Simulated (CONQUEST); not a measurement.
Runs of CONQUEST 1.3 on KBr. Symmetry: Fm-3m, No. 225, cubic system. The conventional cell has a = 6.600 Å, b = 6.600 Å, c = 6.600 Å, α = 90.00°, β = 90.00°, γ = 90.00°. Br (site symmetry m-3m) is surrounded by 6 K at 3.30 Å. K (site symmetry m-3m) has 6 Br at 3.30 Å as nearest neighbours. 

```csv
task,level,potentials or basis,spin,cell,k mesh,smearing,optimiser,max steps of the ions,other keys,gap on the mesh (eV),pressure (GPa),moment (μB),largest force (eV/Å)
single point,B86bPBE,"PseudoDojo NC PBE, DZP, grid cutoff 100 Ha","collinear, ferrimagnetic start",as given,4 × 4 × 3,methfessel-paxton of order 1 0.05 eV,-,-,-,4.56,(b),0.00,-
single point,PBE+D2,"PseudoDojo NC PBE, DZP, grid cutoff 80 Ha",off,volume scaled by 0.88,6 × 6 × 4,fermi-dirac 0.027 eV,-,-,SC.AbsResidual = T; General.NeutralAtomProjector = T,5.34,4.3,-,-
single point,PBE,"PseudoDojo NC PBE, DZP, grid cutoff 120 Ha",off,as given,6 × 6 × 4,fermi-dirac 0.05 eV,-,-,-,4.54,0.7,-,-
relaxation of the atoms,revPBE,"PseudoDojo NC LDA, DZP, grid cutoff 120 Ha",off,"atoms relaxed from: atoms moved at random, drawn with an rms of 0.02 Å",4 × 4 × 3,fermi-dirac 0.05 eV,sqnm,30,-,4.83,1.7,-,0.04
single point,PBE,"PseudoDojo NC PBE, DZP, grid cutoff 120 Ha",off,"atoms moved at random, drawn with an rms of 0.05 Å",6 × 6 × 4,fermi-dirac 0.05 eV,-,-,-,4.54,0.7,-,0.06
density of states,LDA-VWN,"PseudoDojo NC LDA, DZP, grid cutoff 100 Ha",off,volume scaled by 0.8,5 × 5 × 3,fermi-dirac 0.027 eV,-,-,-,4.90,-,-,-
band structure,B86bPBE,"PseudoDojo NC PBE, DZP, grid cutoff 100 Ha","collinear, ferrimagnetic start",as given,4 × 4 × 3,methfessel-paxton of order 1 0.05 eV,-,-,-,-,-,0.00,-
single point,LDA-VWN,"PseudoDojo NC LDA, DZP, grid cutoff 120 Ha","collinear, antiferromagnetic start",as given,5 × 5 × 4,fermi-dirac 0.1 eV,-,-,-,4.16,(a),0.00,-
single point,PBE+D2,"PseudoDojo NC PBE, SZP, grid cutoff 250 Ha",off,"atoms moved at random, drawn with an rms of 0.02 Å",4 × 4 × 3,fermi-dirac 0.05 eV,-,-,SC.KerkerPreCondition = T; SC.WaveDependentMetric = T,4.69,0.3,-,0.08
```

Task: Estimate the missing entries.

Result: (a) -1.6; (b) 0.9.

Caveats: the basis of atomic orbitals isn't converged, which shifts pressures, moduli and gaps; an odd mesh through Γ misses points on the zone boundary, where band edges often lie (some runs); the box holds several primitive cells, so bands are folded and the points are those of the box's own zone (some runs); the potentials were made for another functional, which shifts forces and pressure (some runs); the real-space grid breaks the cell's symmetry a little (some runs); the relaxation stopped at its first step, so nothing moved (some runs); the atomic basis is small (some runs).

A k mesh can miss the band edges, and the runs leave out spin-orbit coupling on Br.
